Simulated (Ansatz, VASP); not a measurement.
## BaH2 in VASP and in Ansatz

```
CELL_PARAMETERS angstrom
4.38454 0.00000 0.00000
-2.19227 3.79712 0.00000
0.00000 0.00000 5.79561
ATOMIC_POSITIONS crystal
Ba 0.66667 0.33333 0.75000
Ba 0.33333 0.66667 0.25000
H 0.33333 0.66667 0.75000
H 0.66667 0.33333 0.25000
H 0.00000 0.00000 0.50000
H 0.00000 0.00000 0.00000
```

Alike in both runs: functional PBEsol; k mesh 9 × 9 × 6; occupations gaussian, width 0.02 eV; no spin polarisation.

Ansatz relaxed the structure, and its values are those at the end. VASP's run is a single point on that final structure, the one shown.

|  | VASP | Ansatz |
| --- | --- | --- |
| version | VASP 6.6.1 | Ansatz 0.2.0 |
| potentials or method | VASP PAW PBE potentials, release 64 (Ba_sv, H) | scalar-relativistic, plane waves, PAW |
| plane-wave cutoff (eV) | 520 | 420 |
| valence electrons in the cell | 24 | 24 |

```csv
,VASP,Ansatz,Ansatz less VASP
gap on the k mesh at the Fermi level (eV),1.53,1.69,+0.155
least direct gap on the mesh (eV),2.44,2.62,+0.181
pressure (GPa),0.8,0.0,-0.78
```

With one functional, cell and mesh, what is left measures potentials, basis and numerics.

Caveats: the PAW data sets were made with another functional, which shifts forces and pressure a little (VASP); spin-orbit coupling is left out, which moves the levels of the heavy elements; an odd mesh through Γ misses points on the zone boundary, where band edges often lie. A hybrid or GW would open this gap; PBEsol tends to underestimate it.
